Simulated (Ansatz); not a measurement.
Runs of Ansatz 0.2.0 on KBr. It takes space group Fm-3m (No. 225, cubic). The conventional cell has a = 6.600 Å, b = 6.600 Å, c = 6.600 Å, α = 90.00°, β = 90.00°, γ = 90.00°. Br (site symmetry m-3m) is surrounded by 6 K at 3.30 Å. K (site symmetry m-3m) has 6 Br at 3.30 Å as nearest neighbours. 

```tsv
task	level	potentials or basis	cell	cutoff (eV)	smearing	basis error allowed	gap on the mesh (eV)	pressure (GPa)	relaxed volume (Å³/atom)
relaxation of cell and atoms	revPBE+D4	all-electron LAPW, scalar-relativistic	relaxed	-	fermi-dirac 0.05 eV	0.001 eV/atom	4.58	0.0	37.97
Born charges and dielectric tensor	LDA	all-electron PAW datasets made for the crystal	as given	220	fixed	-	4.03	-	-
relaxation of cell and atoms	revPBE	all-electron LAPW, scalar-relativistic	relaxed	-	fermi-dirac 0.05 eV	0.001 eV/atom	(b)	0.0	40.92
band structure	LDA	all-electron LAPW, scalar-relativistic	as given	128	fermi-dirac 0.05 eV	0.001 eV/atom	4.03	(a)	-
```

Alike in all rows: no spin polarisation; k mesh 7 × 7 × 7.

Problem. Fill in the values left out.

Solution. (a) -1.6; (b) 4.40.

Caveats: an odd mesh through Γ misses points on the zone boundary, where band edges often lie (some runs); the program warned that the printed levels may be off, so bands, gaps and densities of states are rough (some runs); the volume moved by +14 % from the deposited cell, more than functionals usually miss (some runs).

A k mesh can miss the band edges, and the runs leave out spin-orbit coupling on Br.

The runs don't all hold the same shells in valence.

Runs at the PBE level aren't shown here.
